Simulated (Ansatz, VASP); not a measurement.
## One calculation of Ge, two programs

```
CELL_PARAMETERS angstrom
2.53623 0.00000 0.00000
0.00000 2.53623 0.00000
0.00000 0.00000 2.53623
ATOMIC_POSITIONS crystal
Ge 0.00000 0.00000 0.00000
```

Alike in both runs: task single point; functional LDA; k mesh 13 × 13 × 13; occupations fermi-dirac, width 0.1 eV; no spin polarisation.

```csv
,VASP,Ansatz
version,VASP 6.6.1,Ansatz 0.2.0
potentials or method,"VASP PAW LDA potentials, release 64 (Ge_d)","plane waves (420 eV) with PAW, scalar-relativistic"
plane-wave cutoff (eV),520,420
valence electrons in the cell,14,14
```

Ansatz gave:

| Quantity | Value |
| --- | --- |
| pressure (GPa) | 14.2 |

Estimate VASP's values.

pressure (GPa): 14.5.

Ansatz warned: «pseudo_functional_mismatch».
